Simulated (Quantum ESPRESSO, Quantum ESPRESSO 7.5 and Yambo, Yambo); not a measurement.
# A GW chain in Yambo: AgBr (Bromargyrite)

Aim: the G0W0 gap of AgBr (Bromargyrite) on PBE, step by step.

Main program and level: Quantum ESPRESSO 7.5 and Yambo 5.3.0; PBE and many-body steps on it, plane waves.

Report form: the programs' logs are mostly left out.

### 1. The starting structure

It takes space group Fm-3m (No. 225, cubic). The conventional cell has a = 5.774 Å, b = 5.774 Å, c = 5.774 Å, α = 90.00°, β = 90.00°, γ = 90.00°. Nearest to Ag lie 6 Br at 2.89 Å. Br has 6 Ag at 2.89 Å nearest. Farther neighbours and most contacts between anions are not listed.

The cell and positions come from the Crystallography Open Database and are kept as given unless a step says otherwise.

### 2. Ground state

This step: Quantum ESPRESSO 7.5; DFT, PBE, plane waves, norm-conserving pseudopotentials.

The ground-state density comes first.

pw.in reads:

```
&control
  calculation = 'scf'
  prefix = 'x'
  outdir = 'o'
  pseudo_dir = 'pseudo'
/
&system
  ibrav = 0
  nat = 2
  ntyp = 2
  ecutwfc = 76.0
  nbnd = 23
  force_symmorphic = .true.
/
&electrons
  conv_thr = 1e-10
  electron_maxstep = 80
  mixing_beta = 0.5
/
ATOMIC_SPECIES
  Ag 107.87 Ag.upf
  Br 79.904 Br.upf
CELL_PARAMETERS angstrom
  0.0000000000 2.8872500000 2.8872500000
  2.8872500000 0.0000000000 2.8872500000
  2.8872500000 2.8872500000 0.0000000000
ATOMIC_POSITIONS crystal
  Ag 0.0000000000 0.0000000000 0.0000000000
  Br 0.5000000000 0.5000000000 0.5000000000
K_POINTS automatic
  6 6 6 0 0 0
```

On the command line:

```console
OMP_NUM_THREADS=1 mpirun -n 4 pw.x -nk 4 -in pw.in > pw.out
```

The job ended after 5.7 s (4 MPI ranks of Arm Neoverse V2, shared host; peak memory 0.26 GiB; 22 s of CPU time).

This step gave:

| Quantity | Value |
| --- | --- |
| total energy | -7902.6711 eV |
| gap | 0.6765 eV |
| k of the valence top | 0, 0, -0.5 |
| k of the conduction bottom | 0, 0, 0 |
| least direct gap | 2.544 eV |

The gap is indirect, with the least direct gap 1.87 eV higher.

### 3. Bands along the symmetry lines

The cheap functional maps the bands first; the places of the edges decide which points the dearer methods must see.

pw.in reads:

```
&control
  calculation = 'bands'
  prefix = 'x'
  outdir = 'o'
  pseudo_dir = 'pseudo'
/
&system
  ibrav = 0
  nat = 2
  ntyp = 2
  ecutwfc = 76.0
  nbnd = 24
  force_symmorphic = .true.
/
&electrons
  conv_thr = 1e-9
  electron_maxstep = 80
  diago_full_acc = .true.
  diago_thr_init = 5e-6
/
ATOMIC_SPECIES
  Ag 107.87 Ag.upf
  Br 79.904 Br.upf
CELL_PARAMETERS angstrom
  0.0000000000 2.8872500000 2.8872500000
  2.8872500000 0.0000000000 2.8872500000
  2.8872500000 2.8872500000 0.0000000000
ATOMIC_POSITIONS crystal
  Ag 0.0000000000 0.0000000000 0.0000000000
  Br 0.5000000000 0.5000000000 0.5000000000
K_POINTS crystal
  50
  0.00000000 0.00000000 0.00000000 1
  0.06250000 0.00000000 0.06250000 1
  0.12500000 0.00000000 0.12500000 1
  0.18750000 0.00000000 0.18750000 1
  0.25000000 0.00000000 0.25000000 1
  0.31250000 0.00000000 0.31250000 1
  0.37500000 0.00000000 0.37500000 1
  0.43750000 0.00000000 0.43750000 1
  0.50000000 0.00000000 0.50000000 1
  0.51562500 0.03125000 0.51562500 1
  0.53125000 0.06250000 0.53125000 1
  0.54687500 0.09375000 0.54687500 1
  0.56250000 0.12500000 0.56250000 1
  0.57812500 0.15625000 0.57812500 1
  0.59375000 0.18750000 0.59375000 1
  0.60937500 0.21875000 0.60937500 1
  0.62500000 0.25000000 0.62500000 1
  0.37500000 0.37500000 0.75000000 1
  0.32812500 0.32812500 0.65625000 1
  0.28125000 0.28125000 0.56250000 1
  0.23437500 0.23437500 0.46875000 1
  0.18750000 0.18750000 0.37500000 1
  0.14062500 0.14062500 0.28125000 1
  0.09375000 0.09375000 0.18750000 1
  0.04687500 0.04687500 0.09375000 1
  0.00000000 0.00000000 0.00000000 1
  0.06250000 0.06250000 0.06250000 1
  0.12500000 0.12500000 0.12500000 1
  0.18750000 0.18750000 0.18750000 1
  0.25000000 0.25000000 0.25000000 1
  0.31250000 0.31250000 0.31250000 1
  0.37500000 0.37500000 0.37500000 1
  0.43750000 0.43750000 0.43750000 1
  0.50000000 0.50000000 0.50000000 1
  0.50000000 0.46875000 0.53125000 1
  0.50000000 0.43750000 0.56250000 1
  0.50000000 0.40625000 0.59375000 1
  0.50000000 0.37500000 0.62500000 1
  0.50000000 0.34375000 0.65625000 1
  0.50000000 0.31250000 0.68750000 1
  0.50000000 0.28125000 0.71875000 1
  0.50000000 0.25000000 0.75000000 1
  0.50000000 0.21875000 0.71875000 1
  0.50000000 0.18750000 0.68750000 1
  0.50000000 0.15625000 0.65625000 1
  0.50000000 0.12500000 0.62500000 1
  0.50000000 0.09375000 0.59375000 1
  0.50000000 0.06250000 0.56250000 1
  0.50000000 0.03125000 0.53125000 1
  0.50000000 0.00000000 0.50000000 1
```

Elapsed: 4.3 s, on 4 MPI ranks; peak memory 0.23 GiB.

Numbers from this step:

| Quantity | Value |
| --- | --- |
| gap | 0.6765 eV |
| k of the valence top | 0.5, 0.5, 0.5 |
| k of the conduction bottom | 0, 0, 0 |
| least direct gap | 2.544 eV |

The gap is 0.676 eV, as in the run before at this level.

Electronic bands along the path, in eV, zero at the top of the highest filled band:

| point | band 15 | band 16 | band 17 | band 18 | band 19 | band 20 | band 21 | band 22 |
| --- | --- | --- | --- | --- | --- | --- | --- | --- |
| Γ | -2.72 | -1.87 | -1.87 | -1.87 | 0.68 | 9.93 | 9.93 | 9.93 |
| halfway | -2.64 | -1.81 | -1.81 | -1.60 | 3.25 | 6.69 | 7.86 | 9.49 |
| X | -2.57 | -2.33 | -2.33 | -2.24 | 1.64 | 7.09 | 9.00 | 10.97 |
| halfway | -2.34 | -2.28 | -2.08 | -1.93 | 2.05 | 7.10 | 8.75 | 10.34 |
| U | -2.38 | -2.16 | -1.97 | -1.17 | 2.98 | 6.84 | 8.21 | 9.15 |
| jump to K | -2.38 | -2.16 | -1.97 | -1.17 | 2.98 | 6.84 | 8.21 | 9.15 |
| halfway | -2.49 | -2.00 | -1.74 | -0.20 | 3.75 | 6.49 | 7.50 | 7.83 |
| Γ | -2.72 | -1.87 | -1.87 | -1.87 | 0.68 | 9.93 | 9.93 | 9.93 |
| halfway | -2.58 | -2.25 | -0.74 | -0.74 | 2.86 | 7.17 | 8.25 | 8.25 |
| L | -2.43 | -2.09 | 0.00 | 0.00 | 3.79 | 6.49 | 6.81 | 6.81 |
| halfway | -2.42 | -2.14 | -1.17 | -0.59 | 4.48 | 5.27 | 7.84 | 7.90 |
| W | -2.32 | -2.23 | -2.23 | -1.48 | 3.76 | 7.15 | 7.68 | 7.68 |
| halfway | -2.33 | -2.33 | -2.27 | -1.72 | 2.47 | 7.18 | 8.53 | 9.07 |
| X | -2.57 | -2.33 | -2.33 | -2.24 | 1.64 | 7.09 | 9.00 | 10.97 |

### 4. Empty states on the mesh, 4×4×4 mesh, 127 bands

The sums over transitions need many empty states on a uniform mesh; this step solves for them.

pw.in reads:

```
&control
  calculation = 'nscf'
  prefix = 'x'
  outdir = 'o'
  pseudo_dir = 'pseudo'
/
&system
  ibrav = 0
  nat = 2
  ntyp = 2
  ecutwfc = 76.0
  nbnd = 127
  force_symmorphic = .true.
/
&electrons
  conv_thr = 1e-9
  electron_maxstep = 80
  diago_full_acc = .true.
  diago_thr_init = 5e-6
/
ATOMIC_SPECIES
  Ag 107.87 Ag.upf
  Br 79.904 Br.upf
CELL_PARAMETERS angstrom
  0.0000000000 2.8872500000 2.8872500000
  2.8872500000 0.0000000000 2.8872500000
  2.8872500000 2.8872500000 0.0000000000
ATOMIC_POSITIONS crystal
  Ag 0.0000000000 0.0000000000 0.0000000000
  Br 0.5000000000 0.5000000000 0.5000000000
K_POINTS automatic
  4 4 4 0 0 0
```

Run time: 6.8 s. Hardware: 4 MPI ranks; peak memory 0.35 GiB.

This step gave:

| Item | Value |
| --- | --- |
| gap | 0.6765 eV |
| k of the valence top | 0, 0, -0.5 |
| k of the conduction bottom | 0, 0, 0 |
| least direct gap | 2.544 eV |
| k points computed | 8 |
| lowest point of the top converged band, above the valence top | 89.1805 eV |

On this mesh the gap is 0.676 eV.

### 5. Conversion and set-up

This step: Yambo 5.3.0; conversion and set-up on PBE, plane waves, norm-conserving pseudopotentials.

The states are converted to the many-body program's format and the q mesh is built.

On the command line:

```console
(cd o/x.save; p2y > p2y.log; mv SAVE ../..); yambo > setup.log
```

Run time: 2.1 s. Hardware: 1 MPI rank; peak memory 0.25 GiB.

### 6. Screening and self-energy, 4×4×4 mesh, 127 bands, screening to 163.3 eV

G0W0 replaces the xc potential by the self-energy, built once from these orbitals. Only a window of levels is corrected, while the sums run over the empty bands that the input names.

This step: G0W0 on PBE, plane waves, norm-conserving pseudopotentials.

gw1.in reads:

```
HF_and_locXC
gw0
dyson
ppa
em1d
rim_cut
RandQpts= 1000000
RandGvec= 1 RL
EXXRLvcs= 76 Ry
VXCRLvcs= 304 Ry
Chimod= "HARTREE"
% BndsRnXp
 1 | 127 |
%
NGsBlkXp= 12 Ry
% LongDrXp
 1 | 1 | 1 |
%
% GbndRnge
 1 | 127 |
%
DysSolver= "n"
ExtendOut
PPAPntXp= 27.21138 eV
% QPkrange
 3 | 3 | 17 | 20 |
 1 | 1 | 17 | 20 |
%
```

On the command line:

```console
OMP_NUM_THREADS=1 mpirun -n 4 yambo -F gw1.in -J gw1 -C gw1 > gw1.log
```

Wall time 1.7 min (4 MPI ranks); peak memory 1.7 GiB; 6.6 min of CPU time.

This step gave:

- G0W0 gap on the points computed: 2.041 eV
- starting gap on the mesh: 0.6765 eV
- k of the valence top: 0, 0, -0.5
- k of the conduction bottom: 0, 0, 0
- least direct G0W0 gap on the computed points: 4.431 eV
- Z at the valence top: 0.8020
- Z at the conduction bottom: 0.8281

The gap on the mesh goes from 0.68 eV to 2.04 eV, a correction of +1.36 eV.

Limits: finite bands, cutoff and mesh; d shell near the gap, gap tends to lie low; no spin-orbit coupling; coarse k mesh. v1 is the top filled band, c1 the lowest empty one. Levels before and after the correction, in eV, zero at the valence-band top of each column:

|  | conduction bottom | valence top |
| --- | --- | --- |
| Kohn-Sham | 0.68 | 0.00 |
| G0W0 | 2.04 | 0.00 |

|  | level | energy (eV) |
| --- | --- | --- |
| Kohn-Sham | Γ v2-v1 | -1.868 |
| Kohn-Sham | Γ c1 | 0.676 |
| Kohn-Sham | Γ c2 | 9.933 |
| Kohn-Sham | (0 0 -0.5) v2-v1 | 0.000 |
| Kohn-Sham | (0 0 -0.5) c1 | 3.790 |
| Kohn-Sham | (0 0 -0.5) c2 | 6.489 |
| G0W0 | Γ v2-v1 | -2.389 |
| G0W0 | Γ c1 | 2.041 |
| G0W0 | Γ c2 | 11.866 |
| G0W0 | (0 0 -0.5) v2-v1 | 0.000 |
| G0W0 | (0 0 -0.5) c1 | 5.141 |
| G0W0 | (0 0 -0.5) c2 | 7.977 |

### 7. Where the time went

Times are wall times on the hardware named with each run, good to a factor of about two.

| step | time | share | memory (GiB) |
| --- | --- | --- | --- |
| ground state | 5.7 s | 5 % | 0.26 |
| bands along the symmetry lines | 4.3 s | 4 % | 0.23 |
| empty states on the mesh | 6.8 s | 6 % | 0.35 |
| conversion and set-up | 2.1 s | 2 % | 0.25 |
| screening and self-energy | 1.7 min | 84 % | 1.7 |

### 8. Outcome

```
PBE gap              : 0.68 eV, indirect
G0W0 gap on the mesh : 2.04 eV
GW settings          : 4×4×4 mesh, 127 bands, screening to 163.3 eV, Godby-Needs plasmon pole
known limits         : not at the basis limit; d shell near the gap, gap tends to lie low; no spin-orbit coupling; coarse k mesh
```

What this shows: G0W0 moves the gap on the mesh from 0.68 eV to 2.04 eV (+1.36 eV), with Z of 0.80 and 0.83 at the edges. Only 2 of the mesh's irreducible points were corrected, so a valley elsewhere could overtake. The dearest step here is «screening and self-energy». Bands and cutoff are finite, so the gap is not at the basis limit. The miss can reach some tenths of an eV and take either sign; the mesh is an error of its own. In the G0W0 run levels were corrected at 2 k points alone, so a gap called «on the mesh» is the least over those, and an edge elsewhere would be missed. The 4×4×4 mesh is coarse for this cell, which bears on the long-range parts of exchange and screening. A d shell, filled or nearly so, lies near the gap. One-shot GW converges very slowly in bands there, not always from below, and on a semilocal start the gap tends to come out low; starts rich in exact exchange can overshoot instead. The many-body steps are scalar-relativistic: spin-orbit coupling is not in them.

[Paths, hosts, dates, memory and timing lines, banners, echoed tables and standing remarks are left out of the program output.]

[Logs are printed without paths, hosts, clocks, repeated set-up lines and the standing remarks that a program may print on its own settings, such as how far it seeks lower states.]

[Runs of the session that timed out or met a known fault of the program may be left out.]

[Hosts, paths, dates, database ids (printed as entryN), source tags and the programs' standing remarks are cut or masked in the printed files.]
